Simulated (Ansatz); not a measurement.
**Na: strain energy, fitted**

Na, P6_3/mmc, a = 3.744 Å, c = 12.204 Å. This isn't the element's structure at ambient conditions. Ansatz: PBE, PAW, 420 eV, Γ-centred 18×18×6 mesh on 4 atoms, Gaussian smearing 0.10 eV; no spin polarisation. Series: equal strain along all axes, cell held, atoms fixed by symmetry; x is the strain in per cent. y is the free energy over the unstrained cell, V0 = 37.031 Å³/atom.

| x (%) | y (meV/atom) |
| --- | --- |
| -6.0 | 34.28 |
| -4.0 | 14.40 |
| -2.0 | ? |
| 0.0 | 0.00 |
| 2.0 | 3.04 |
| 4.0 | 11.58 |
| 6.0 | 24.77 |

Fit y = c2 x² + c3 x³ to the other rows, turn c2 into a modulus, and predict the missing energy.

Least squares on the rows shown. y = 0.81870 x² − 0.022020 x³. In eV per unit strain² c2 is 8.187; the stiffness is B for this strain (E = 9/2 B V0 ε², shape held): 2 × 8.187 × 160.2 / (9 × 37.031) = 7.9 GPa. At x = -2.0 the fit asked for gives 3.45 meV/atom. The run gave 3.41 meV/atom, so the fit is 0.04 meV/atom too high, within the rms miss on the fitted rows (0.08 meV/atom).